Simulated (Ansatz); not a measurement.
# A computed series for BeO: pressure series

The reference is BeO in the wurtzite structure (space group P6_3mc, No. 186).

```xyz
4
Lattice="2.7118 0.0000 0.0000 -1.3559 2.3485 0.0000 0.0000 0.0000 4.4046" Properties=species:S:1:pos:R:3 pbc="T T T"
Be     1.3559     0.7828     0.0066
Be     0.0000     1.5657     2.2088
O      1.3559     0.7828     2.7472
O      0.0000     1.5657     0.5449
```

Cell and atoms are relaxed at each pressure.

Calculations: Ansatz (a program for electronic structure), PBE, PAW, cutoff 420 eV, no spin-orbit coupling.

```
pressure (GPa)  band gap (eV)
--------------  -------------
-2                       7.35
-1                       7.40
0                        7.45
0.3                      7.47
0.7                      7.49
1.5                      7.53
3                           ?
5                        7.69
7.5                      7.80
```

**Question.** Fit E_g = E₀ + αP + βP² to the rows shown and predict the withheld row.

**Answer.** Least squares on the printed values gives E₀ = 7.45 eV, α = 50.9 meV/GPa, β = -0.63 meV/GPa² (largest residual 0.00 eV); this predicts 7.60 eV, and the run gives 7.60 eV, in agreement.

Load acts through the strain it causes; cell and atoms are relaxed under it. Stability against distortions was not tested. Competing high-pressure phases were not computed.
